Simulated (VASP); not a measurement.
A run of VASP 6.6.1 is set up as follows.

Contents of INCAR:

```
SYSTEM = Ir
PREC = Accurate
ENCUT = 600
EDIFF = 1E-6
ISMEAR = 1
SIGMA = 0.1
LREAL = .FALSE.
LASPH = .TRUE.
NELM = 80
ALGO = Normal
ISIF = 3
LWAVE = .FALSE.
LCHARG = .FALSE.
GGA = PS
IBRION = 2
NSW = 90
EDIFFG = -0.01
KPAR = 2
```

KPOINTS

```
Automatic mesh
0
G
  16 16 16
  0 0 0
```

Contents of POSCAR:

```
Ir
1.0
    0.0000000000      1.9156000000      1.9156000000
    1.9156000000      0.0000000000      1.9156000000
    1.9156000000      1.9156000000      0.0000000000
Ir
1
Direct
    0.0000000000      0.0000000000      0.0000000000
```

Potentials or basis: VASP PAW PBE potentials, release 64 (Ir).

Run with:

```sh
$ cat potpaw_PBE.64/Ir/POTCAR > POTCAR
$ mpirun -np 2 vasp_std > vasp.out
```

(1) What does it give for the space group after relaxing (to 0.05 Å)?

(2) Predict the relaxed cell.

(3) Estimate the band gap on the k mesh.

(4) Estimate the relaxed volume.

Results:

(1) Fm-3m (No. 225).

(2) a = 2.711 Å, b = 2.711 Å, c = 2.711 Å, α = 60.00°, β = 60.00°, γ = 60.00°.

(3) none (metal or under the smearing width).

(4) 14.10 Å³/atom.

Caveat: the PAW data sets were made with another functional, which shifts forces and pressure a little.
